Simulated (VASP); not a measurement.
Runs of VASP 6.6.1 on KI. The structure is cubic, space group Fm-3m (No. 225). The conventional cell has a = 7.189 Å, b = 7.189 Å, c = 7.189 Å, α = 90.00°, β = 90.00°, γ = 90.00°. K (site symmetry m-3m) has 6 I at 3.59 Å as nearest neighbours. I (site symmetry m-3m) is surrounded by 6 K at 3.59 Å. 

```csv
task,cell,gap on the mesh (eV),pressure (GPa)
relaxation of the atoms,atoms relaxed,3.85,0.0
relaxation of the atoms,atoms relaxed from: a relaxed cell with its volume scaled by 0.94,3.99,0.8
relaxation of cell and atoms,relaxed,3.85,0.0
relaxation of the atoms,atoms relaxed from: a relaxed cell with its volume scaled by 1.06,(a),-0.5
relaxation of the atoms,atoms relaxed from: a relaxed cell with its volume scaled by 0.98,3.89,0.2
```

Alike in all rows: level PBE; potentials or basis VASP PAW PBE potentials, release 64 (K_sv, I); no spin polarisation; k mesh 8 × 8 × 8; cutoff (eV) 600; smearing gaussian 0.03 eV.

Q: Fill in the values left out.

A: (a) 3.72.

Caveats: the relaxation stopped at its first step, so nothing moved; spin-orbit coupling is left out, which moves the levels of the heavy elements.

A k mesh can miss the band edges, and the runs leave out spin-orbit coupling on I.
